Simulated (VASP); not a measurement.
Runs of VASP 6.6.1 on ZrS2. The structure is trigonal, space group P-3m1 (No. 164). The conventional cell has a = 3.691 Å, b = 3.691 Å, c = 6.041 Å, α = 90.00°, β = 90.00°, γ = 120.00°. Around Zr (site symmetry -3m) lie 6 S at 2.57 Å. S (site symmetry 3m) is surrounded by 3 Zr at 2.57 Å. The cell is a database's computed one.

```csv
level,potentials or basis,k mesh,cutoff (eV),gap on the mesh (eV),pressure (GPa),relaxed volume (Å³/atom),largest force (eV/Å)
PBE,"VASP PAW PBE potentials, release 64 (Zr_sv, S)",5 × 5 × 3,300,1.16,0.0,(b),-
rev-vdW-DF2,"VASP PAW PBE potentials, release 64 (Zr_sv, S)",9 × 9 × 5,600,0.78,0.0,(d),-
PBE+D3(BJ),"VASP PAW PBE potentials, release 64 (Zr_sv, S)",9 × 9 × 5,600,(c),0.0,21.84,-
r2SCAN,"VASP PAW PBE potentials, release 64 (Zr_sv, S)",9 × 9 × 5,600,(a),0.0,23.97,-
PBE,"VASP PAW PBE potentials, release 64 (Zr_sv, S)",9 × 9 × 5,600,1.14,0.0,25.60,-
LDA,"VASP PAW LDA potentials, release 64 (Zr_sv, S)",9 × 9 × 5,600,0.49,0.0,21.09,0.01
PBEsol,"VASP PAW PBE potentials, release 64 (Zr_sv, S)",9 × 9 × 5,600,0.81,0.0,22.39,0.01
```

Alike in all rows: task relaxation of cell and atoms; no spin polarisation; cell relaxed; smearing gaussian 0.03 eV.

Question: Estimate the missing entries.

Answer: (a) 1.41; (b) 24.27; (c) 0.70; (d) 22.43.

Caveats: an odd mesh through Γ misses points on the zone boundary, where band edges often lie; this functional lacks dispersion, which binds the layers, so the pressure and a relaxed spacing across them are unreliable (some runs); the PAW data sets were made with another functional, which shifts forces and pressure a little (some runs); the cutoff is under 1.25 times the usual one of these potentials, so pressure, stress and relaxed cells hold a basis-set (Pulay) error (some runs).

A k mesh can miss the band edges, and the runs leave out spin-orbit coupling on Zr.

Not every run made on this cell is shown here.
